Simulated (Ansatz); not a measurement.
## HgTe (Coloradoite): single point with PBE

Crystal: HgTe (Coloradoite).

```
Hg Te
1.0
     0.00000    3.21450    3.21450
     3.21450    0.00000    3.21450
     3.21450    3.21450    0.00000
Hg Te
1 1
Direct
  0.00000 0.00000 0.00000
  0.75000 0.75000 0.75000
```

```
Program             : Ansatz 0.2.0
Task                : single point
Functional          : PBE
Potentials or basis : Ansatz PAW
Cutoff              : 420 eV (not typed: the program's choice for these potentials)
k mesh              : 7 × 7 × 7
Occupations         : gaussian, width 0.016 eV
Spin                : no spin polarisation
```

```yaml
Pressure: 4.6 GPa
Band_gap_on_the_k_mesh: none (metal or under the smearing width)
```

Levels at points of the mesh, in eV from the Fermi level:
| k point | band 14 | band 15 | band 16 | band 17 | band 18 | band 19 | band 20 | band 21 | band 22 |
| --- | --- | --- | --- | --- | --- | --- | --- | --- | --- |
| (0.00, 0.00, 0.00) | -6.90 | -6.90 | -0.68 | 0.00 | 0.00 | 0.00 | 4.21 | 4.21 | 4.21 |

Run time: 4 s on 2 threads of Intel(R) Xeon(R) Processor @ 2.50GHz (Skylake/Cascade Lake), on a shared host, peak memory 0.38 GiB.

The run has no spin-orbit coupling, so splittings on Hg, Te are missing.
